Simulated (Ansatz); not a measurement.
# Cu (Cmcm) in Ansatz: settings compared

One crystal, Cu, is run at these levels: PBE, PBE+U; tasks: density of states.

All numbers are computed with Ansatz 0.2.0; they aren't measurements. Logs are shortened: lines on timing, memory, paths and dates and some standing lists are left out, and cuts for length are marked.

## Step 1: The structure

The structure is orthorhombic, space group Cmcm (No. 63). Conventional cell: a = 2.437 Å, b = 7.953 Å, c = 2.475 Å, α = 90.00°, β = 90.00°, γ = 90.00°. Cu (site symmetry m2m) has 10 Cu at 2.44 to 2.54 Å as nearest neighbours.

This isn't the form of Cu at room conditions, which is fcc.

## Step 2: Density of states, PBE

Input file input.yaml:

```yaml
crystal:
  lattice:
    - [1.21846369, -3.9763780104, 0.0]
    - [1.21846369, 3.9763780104, 0.0]
    - [0.0, 0.0, 2.4754955235]
  atoms:
    - { symbol: Cu, position: [0.86613335, 0.13386665, 0.75] }
    - { symbol: Cu, position: [0.13386665, 0.86613335, 0.25] }
kpoints:
  mp_grid: { grid: [11, 11, 11] }
scf:
  occupations: { method: fermi_dirac, width: 0.05 }
hamiltonian:
  xc: pbe
  pseudopotentials: { kind: all_electron, lapw: { basis_error: 0.001 } }
output:
  forces: true
  stress: true
  eigenvalues: true
  dos: { projected: false, de: 0.1, e_range: [-20, 6] }
```

Potentials or basis: all-electron LAPW, scalar-relativistic.

Launch:

```sh
$ ansatz run input.yaml --threads 1 --pin off --max-ram 3072MiB --backend cpu --events-out ev --progress --plain --runs-dir out
```

Output:

```text
Warning: RAYON_NUM_THREADS=1 ignored (pool sized by the plan → 1); use --threads N
LAPW: plane waves up to 9.298 Å⁻¹, error target 1.0e-3 eV per atom; small_component_spin mean_spin; Cu in spheres of 1.218 Å, 19 of its electrons in bands, Dirac shells [] (how accurate: hamiltonian.pseudopotentials.lapw.basis_error, Limitations)
Engine: ansatz 0.2.0, aarch64-unknown-linux-gnu
Pseudopotentials: kind: all_electron
Pseudopotential: Cu, LAPW, valence charge 19, lapw/all_electron/scalar/gaussian/Cu, Koelling and Harmon's equation, gaussian nucleus
Functional definition: PBE
  parameter kappa = 0.804
  parameter beta = 0.06672455060314922
  exchange = pbe_x(kappa = kappa, mu = beta*pi^2/3)
  correlation = pbe_c(beta = beta)
Crystal: 2 atoms, lattice volume = 23.988 Å³
Basis set: ecut = 329.4105747828646 eV, 323 PW (Γ), FFT grids on a1+a2, a2, a3, exchange–correlation at level 2
Bands: 23, of which v1, the nominal top of the filled ones, is band 19 counted from 1 (18 counted from 0)
Symmetry: 8 space group operations
Space group: Cmcm (ITA 63), of the structure as read, at distance tolerance 2.9e-5 Å
k-points: 216 of 1331
Non-local potential: Cu, projectors of the file, none
Initial density: superposition of atomic densities (chi_scale 0.1, normalization cell)
Initial wavefunctions: plane waves of lowest kinetic energy (no species holds an atomic orbital)
Functional: x = pbe(κ = 0.804, μ = 0.2195149727645171), c = pbe(β = 0.06672455060314922)
iter 1 solved again at ethr=1.07e-3 eV; its pass at ethr=1.00e-1 eV (dr2=4.07e-1 eV) is discarded
SCF iter   1: F=—  HF=-90069.966566 eV  |F-HF|=—  |Δ(HF+E_count)|=         —  Δρ=5.44e-2  dr2=4.09e-1  ethr=1.07e-3  ⟨swp⟩=2.0  Hψ=34585  notcnv=0
preconditioner: auto → none  [metal: Δε(μ)=0.010 eV  Ē_g=9.588 eV  σ=0.050 eV  W_gap=0.05  n_scr=8 (ndim 8)  ℏωp=35.6 eV  f_vac=0.000  D(μ)=0.90/eV (n_scr^D=4)  sad-step TF]
SCF iter   2: F=—  HF=-90071.256074 eV  |F-HF|=—  |Δ(HF+E_count)|=    1.29e0  Δρ=2.54e-2  dr2=9.29e-2  ethr=1.07e-3  ⟨swp⟩=3.0  Hψ=17971  notcnv=0
iter 3 solved again at ethr=1.20e-5 eV; its pass at ethr=2.44e-4 eV (dr2=4.56e-3 eV) is discarded
SCF iter   3: F=—  HF=-90068.417305 eV  |F-HF|=—  |Δ(HF+E_count)|=    2.84e0  Δρ=3.85e-3  dr2=4.56e-3  ethr=1.20e-5  ⟨swp⟩=2.0  Hψ=27564  notcnv=0
SCF iter   4: F=—  HF=-90068.294602 eV  |F-HF|=—  |Δ(HF+E_count)|=   1.23e-1  Δρ=5.71e-3  dr2=4.74e-3  ethr=1.20e-5  ⟨swp⟩=3.0  Hψ=17326  notcnv=0
SCF iter   5: F=—  HF=-90068.283602 eV  |F-HF|=—  |Δ(HF+E_count)|=   1.10e-2  Δρ=9.69e-4  dr2=4.92e-4  ethr=1.20e-5  ⟨swp⟩=2.0  Hψ=14095  notcnv=0
SCF iter   6: F=—  HF=-90068.283402 eV  |F-HF|=—  |Δ(HF+E_count)|=   2.00e-4  Δρ=1.61e-4  dr2=4.11e-6  ethr=1.29e-6  ⟨swp⟩=2.0  Hψ=14099  notcnv=0
SCF iter   7: F=—  HF=-90068.283405 eV  |F-HF|=—  |Δ(HF+E_count)|=   3.54e-6  Δρ=3.55e-5  dr2=2.48e-7  ethr=1.08e-8  ⟨swp⟩=3.0  Hψ=14767  notcnv=0
SCF iter   8: F=—  HF=-90068.283404 eV  |F-HF|=—  |Δ(HF+E_count)|=   1.35e-6  Δρ=6.16e-6  dr2=9.08e-9  ethr=6.53e-10  ⟨swp⟩=2.9  Hψ=14553  notcnv=0
SCF iter   9: F=-90068.283404 eV  HF=-90068.283404 eV  |F-HF|=2.04e-10  |Δ(HF+E_count)|=   2.69e-8  Δρ=3.59e-7  dr2=2.33e-11  ethr=2.39e-11  ⟨swp⟩=2.4  Hψ=14216  notcnv=0
SCF 1 converged in 9 iterations: F = -90068.283404 eV  dr2 = 2.33e-11
SCF converged after 9 iterations
Free energy (F): -90068.283404 eV
Harris-Foulkes:  -90068.283404 eV  (|F-HF|=2.04e-10)
Internal energy: -90068.279201 eV  (E = F + TS)
E sigma→0 (E₀):  -90068.281302 eV
Entropy (-TS):   -0.004204 eV (-2.102 meV/atom)
Fermi energy:    16.301306 eV
--- Per-component energies (eV) ---
  E_band       = -737.533313
  E_kinetic    = 91619.045486
  E_xc         = -3681.546247
  E_electrostatic = -178005.778440  (all electrons and nuclei)
  E_smearing   = -0.004204  (= −TS)
  E_closure    = 0.000000  (closes the sum)
  E_atoms      = -90061.064913  (free atoms, spherical and without spin; not in F)
  Σ components = -90068.283404   (vs F -90068.283404, Δ=0.00e0)
  Basis errors (estimates in eV, not in F): energy 2.6e-4 per atom: plane waves 2.4e-4 (1.3e-4 summed), levels above the bands 2.0e-83, relativity 2.8e-8, radial functions 2.0e-5, core shells 1.1e-10; eigenvalues (radial functions only) 3.6e-7; not estimated: angular momenta, meshes, grids; target (lapw.basis_error) 1.0e-3; muffin-tin radii Cu 1.218 Å
--- Forces (eV/Å), atoms counted from 1 ---
  atom   1  Cu     0.00000000    -0.04809185    -0.00000000
  atom   2  Cu     0.00000000     0.04809185     0.00000000
  max |Σ_I F_I| component: 0.00e0 eV/Å
--- Stress (GPa, compression-positive) ---
        6.583875       0.000000       0.000000
        0.000000       6.065596       0.000000
        0.000000       0.000000       7.124598
  P = ⅓ Tr σ = 6.5914 GPa (65.914 kbar)
--- Band table (eV; the first three rows and the last of 216) ---
  k-point 0: bands = ["-96.3012", "-96.2828", "-53.7406", "-53.6509", "-53.6172", "-53.6138", "-53.6047", "-53.5912", "6.9847", "11.3134", "12.0885", "12.5736", "13.2861", "13.5499", "13.9780", "14.2891", "14.4846", "14.6250", "14.8802", "16.1848", "21.0775", "31.0046", "34.6549"]
  k-point 1: bands = ["-96.3003", "-96.2826", "-53.7375", "-53.6567", "-53.6211", "-53.6191", "-53.6039", "-53.5910", "7.1992", "11.4391", "12.1150", "12.5990", "13.2361", "13.5941", "13.9589", "14.2053", "14.4051", "14.5239", "14.6043", "16.8963", "21.1482", "28.8339", "34.9205"]
  k-point 2: bands = ["-96.2976", "-96.2821", "-53.7287", "-53.6720", "-53.6408", "-53.6248", "-53.6018", "-53.5904", "7.8287", "11.7668", "12.1848", "12.6323", "13.1120", "13.5951", "13.8936", "13.9663", "14.0358", "14.5668", "14.5753", "18.2079", "21.3809", "25.4895", "34.4274"]
  k-point 215: bands = ["-96.2850", "-96.2845", "-53.7409", "-53.7396", "-53.6450", "-53.6430", "-53.5936", "-53.5898", "11.1685", "11.2728", "12.6151", "12.7569", "13.8356", "13.8535", "14.2654", "14.4068", "14.4203", "14.7704", "14.9053", "15.6057", "20.0798", "20.5393", "33.3078"]
```

Run time: 53 s. Hardware: 1 thread of Arm Neoverse V1, shared host; peak memory 0.57 GiB.

What came out:

- Free energy: -90068.2834 eV
- Pressure: 6.6 GPa
- Largest force: 0.048 eV/Å
- Band gap on the k mesh: none (metal or under the smearing width)

Forces on the atoms (eV/Å):
```
Cu   0.000 -0.048  0.000
Cu   0.000  0.048  0.000
```

Levels at points of the mesh, in eV from the Fermi level:
| k point | band 16 | band 17 | band 18 | band 19 | band 20 | band 21 | band 22 | band 23 |
| --- | --- | --- | --- | --- | --- | --- | --- | --- |
| (0.00, 0.00, 0.00) | -2.01 | -1.82 | -1.68 | -1.42 | -0.12 | 4.78 | 14.70 | 18.35 |

States per cell in windows of 0.5 eV (zero at the Fermi level; states under -8 eV left out):
| from (eV) | total |
| --- | --- |
| -8.0 | 0.11 |
| -7.5 | 0.14 |
| -7.0 | 0.16 |
| -6.5 | 0.20 |
| -6.0 | 0.29 |
| -5.5 | 0.55 |
| -5.0 | 1.34 |
| -4.5 | 1.99 |
| -4.0 | 2.83 |
| -3.5 | 2.50 |
| -3.0 | 3.49 |
| -2.5 | 3.25 |
| -2.0 | 3.67 |
| -1.5 | 0.67 |
| -1.0 | 0.40 |
| -0.5 | 0.30 |
| 0.0 | 0.26 |
| 0.5 | 0.26 |
| 1.0 | 0.24 |
| 1.5 | 0.25 |
| 2.0 | 0.27 |
| 2.5 | 0.27 |
| 3.0 | 0.25 |
| 3.5 | 0.28 |
| 4.0 | 0.22 |
| 4.5 | 0.24 |

## Step 3: Density of states, PBE+U

input.yaml: that of step 2 with these lines changed.

```diff
@@ -15,2 +15,6 @@
   pseudopotentials: { kind: all_electron, lapw: { basis_error: 0.001 } }
+  hubbard:
+    sites: [{ species: Cu, l: d, u_eff: 2 }]
+    double_counting: fll
+    projectors: ortho-atomic
 output:
@@ -20 +24,2 @@
   dos: { projected: false, de: 0.1, e_range: [-20, 6] }
+  hubbard: {}
```

Potentials or basis: all-electron LAPW, scalar-relativistic.

Launch:

```sh
$ ansatz run input.yaml --threads 1 --pin off --max-ram 3072MiB --backend cpu --events-out ev --progress --plain --runs-dir out
```

Run time: 62 s. Hardware: 1 thread of Arm Neoverse V1, shared host; peak memory 0.69 GiB.

The run converged. Its results:

* Free energy: -90067.9295 eV
* Pressure: 7.3 GPa
* Largest force: 0.043 eV/Å
* Band gap on the k mesh: none (metal or under the smearing width)

Forces on the atoms (eV/Å):
```
Cu   0.000 -0.043  0.000
Cu   0.000  0.043  0.000
```

Stress tensor (GPa, compression positive):
```
7.03 0.00 0.00
0.00 6.90 0.00
0.00 0.00 7.96
```

Levels at points of the mesh, in eV from the Fermi level:
```
           k point  band 15  band 16  band 17  band 18  band 19  band 20  band 21  band 22  band 23
(0.00, 0.00, 0.00)    -2.94    -2.63    -2.44    -2.30    -2.01     0.04     4.94    14.88    18.54
```

States per cell in windows of 1 eV (zero at the Fermi level; states under -8 eV left out):
| from (eV) | total |
| --- | --- |
| -8.0 | 0.24 |
| -7.0 | 0.40 |
| -6.0 | 2.17 |
| -5.0 | 4.83 |
| -4.0 | 6.01 |
| -3.0 | 6.73 |
| -2.0 | 0.92 |
| -1.0 | 0.58 |
| 0.0 | 0.47 |
| 1.0 | 0.47 |
| 2.0 | 0.52 |
| 3.0 | 0.50 |
| 4.0 | 0.48 |
| 5.0 | 0.56 |

Caveat: U is the effective U less J, on atomic orbitals that reach past the spheres; U without spin polarisation on a metal has little footing; the U is typed as a test and isn't derived for this compound.

## Step 4: Density of states, PBE+U

input.yaml: that of step 3 with these lines changed.

```diff
@@ -16,3 +16,3 @@
   hubbard:
-    sites: [{ species: Cu, l: d, u_eff: 2 }]
+    sites: [{ species: Cu, l: d, u_eff: 3 }]
     double_counting: fll
```

Potentials or basis: all-electron LAPW, scalar-relativistic.

Launch:

```sh
$ ansatz run input.yaml --threads 1 --pin off --max-ram 3072MiB --backend cpu --events-out ev --progress --plain --runs-dir out
```

Output:

```text
Warning: RAYON_NUM_THREADS=1 ignored (pool sized by the plan → 1); use --threads N
Cu: projections on atomic orbitals take those of the free atom 1s2 2s2 2p6 3s2 3p6 3d10 4s1, of charge +0.00 (hamiltonian.pseudopotentials.projection_atoms)
LAPW: plane waves up to 9.298 Å⁻¹, error target 1.0e-3 eV per atom; small_component_spin mean_spin; Cu in spheres of 1.218 Å, 19 of its electrons in bands, Dirac shells [] (how accurate: hamiltonian.pseudopotentials.lapw.basis_error, Limitations)
[... 2 set-up lines as earlier in the session ...]
[... 59 lines left out ...]
  k-point 1: bands = ["-95.9378", "-95.9246", "-53.3855", "-53.3050", "-53.2686", "-53.2650", "-53.2611", "-53.2480", "7.2231", "10.2946", "10.9442", "11.4338", "12.0758", "12.4439", "12.7859", "13.0322", "13.3382", "13.3538", "13.4326", "16.8464", "21.1709", "28.8863", "34.9762"]
  k-point 2: bands = ["-95.9354", "-95.9229", "-53.3772", "-53.3213", "-53.2886", "-53.2709", "-53.2589", "-53.2474", "7.8443", "10.6107", "11.0102", "11.4717", "11.9480", "12.4822", "12.7164", "12.8376", "12.8562", "13.3965", "13.4089", "18.1914", "21.4170", "25.5529", "34.4840"]
  k-point 215: bands = ["-95.9287", "-95.9282", "-53.3898", "-53.3884", "-53.2917", "-53.2896", "-53.2506", "-53.2467", "10.1567", "10.2089", "11.4471", "11.6036", "12.6476", "12.6658", "13.0957", "13.2421", "13.4187", "13.6458", "14.8165", "15.4770", "20.0562", "20.5452", "33.3513"]
Occupation matrices written to <dir>
--- Occupation matrices: 2 shells (run DFT+U table (ortho-atomic); ε = 1.02e-3) ---
  Cu0 d_3D: site group C2v (mm2)
  Cu0 d_3D -      Tr n = 4.9252  λ = 0.978 0.982 0.985 0.988 0.992  [z2 0.53 A1(1.00) | yz 1.00 B2(1.00) | x2-y2 0.53 A1(1.00) | xy 1.00 B1(1.00) | xz 1.00 A2(1.00)]
  Cu1 d_3D: site group C2v (mm2)
  Cu1 d_3D -      Tr n = 4.9252  λ = 0.978 0.982 0.985 0.988 0.992  [z2 0.53 A1(1.00) | yz 1.00 B2(1.00) | x2-y2 0.53 A1(1.00) | xy 1.00 B1(1.00) | xz 1.00 A2(1.00)]
  Tr n, λ and their labels are of the run-group-symmetrised matrices; stabiliser: 16 of 16 elements of G0×{1,Θ} (closed), max defect 3.2e-15 at τ = 2.2e-4
```

dos.tsv:

```text
# E-E_F[eV]	g_bin_mean(E)[states/eV]	N(E)
# format = ansatz-dos/2
# fermi_ev = 16.083866
# fermi_mp_grid = 11 11 11
# fermi_mp_shift = 0 0 0
# tetrahedron_fermi_ev = 16.035632
# g_bin_mean(E): the states in a bin one row spacing wide, centred on E, divided by that spacing. States that the method places at a single energy (under output.dos.method: tetrahedron, those of a tetrahedron whose four corners have one energy) are counted whole in the row whose bin holds that energy (on the edge of two bins, in the lower row). The sum of g_bin_mean over a run of rows, times the row spacing, is the number of states from half a spacing under the first of them to half a spacing over the last (a plain sum, not the trapezoid rule).
-20.000000	0.000000e0	1.600000e1
-19.900000	0.000000e0	1.600000e1
-19.800000	0.000000e0	1.600000e1
-19.700000	0.000000e0	1.600000e1
-19.600000	0.000000e0	1.600000e1
-19.500000	0.000000e0	1.600000e1
[... 253 lines left out ...]
5.900000	5.863532e-1	4.092461e1
6.000000	5.594206e-1	4.098192e1
```

occupations.tsv:

```text
# site	symbol	l	channel	k	occupation	cluster	real_ylm_label	real_ylm_weight	cubic_label	cubic_weight	pseudocubic_irrep	site_irrep	w_site_irrep	cell_site_irrep	w_cell_site_irrep
# projection_atom_Cu: 1s2 2s2 2p6 3s2 3p6 3d10 4s1
# site_irrep/w_site_irrep = the cluster's dominant irrep under the shell's site group (Mulliken, in the setting of the per-shell frame z, x; double-valued rows on a spinor block under rep=spin_orbital) and its weight, the cluster's purity; - without a site group
[... 17 lines left out ...]
1	Cu	2_3D	-	2	0.984815	2	x2-y2	0.5297	x2-y2	0.5297	-	A1	1.0000	-	-
1	Cu	2_3D	-	3	0.988152	3	xy	1.0000	xy	1.0000	-	B1	1.0000	-	-
1	Cu	2_3D	-	4	0.992228	4	xz	1.0000	xz	1.0000	-	A2	1.0000	-	-
# Tr n = 4.925194
```

Run time: 65 s. Hardware: 1 thread of Arm Neoverse V1, shared host; peak memory 0.7 GiB.

Results:

```yaml
Free_energy: -90067.7755 eV
Pressure: 7.7 GPa
Largest_force: 0.043 eV/Å
Band_gap_on_the_k_mesh: none (metal or under the smearing width)
```

Forces in eV/Å, atoms in the order of the input:
```
Cu   0.000 -0.043  0.000
Cu   0.000  0.043  0.000
```

Stress tensor (GPa, compression positive):
```
7.31 0.00 0.00
0.00 7.44 0.00
0.00 0.00 8.45
```

States per cell in windows of 1 eV (zero at the Fermi level; states under -8 eV left out):
| from (eV) | total |
| --- | --- |
| -8.0 | 0.24 |
| -7.0 | 0.48 |
| -6.0 | 3.38 |
| -5.0 | 4.90 |
| -4.0 | 6.70 |
| -3.0 | 5.10 |
| -2.0 | 0.56 |
| -1.0 | 0.53 |
| 0.0 | 0.46 |
| 1.0 | 0.46 |
| 2.0 | 0.51 |
| 3.0 | 0.49 |
| 4.0 | 0.49 |
| 5.0 | 0.55 |

Caveat: U is the effective U less J, on atomic orbitals that reach past the spheres; U without spin polarisation on a metal has little footing; the U is typed as a test and isn't derived for this compound.

## Step 5: The runs side by side

```tsv
level	U	gap on the mesh (eV)	pressure (GPa)	largest force (eV/Å)
PBE	-	none	6.6	0.05
PBE+U	Cu d U = 2 eV	none	7.3	0.04
PBE+U	Cu d U = 3 eV	none	7.7	0.04
```

Alike in all rows: task density of states; potentials or basis all-electron LAPW, scalar-relativistic; no spin polarisation; cell as given; k mesh 11 × 11 × 11; cutoff (eV) 329; smearing fermi-dirac 0.05 eV; basis error allowed 0.001 eV/atom.

Every run on the cell as given and a fine mesh finds a metal. The pressure there spans 6.6 GPa (PBE) to 7.7 GPa (PBE+U); a positive pressure means that this level wants a larger cell, a negative one a smaller.

Caveats: U is the effective U less J, on atomic orbitals that reach past the spheres (some runs); U without spin polarisation on a metal has little footing (some runs); the U is typed as a test and isn't derived for this compound (some runs).

Compare energies only between runs with the same functional and basis.
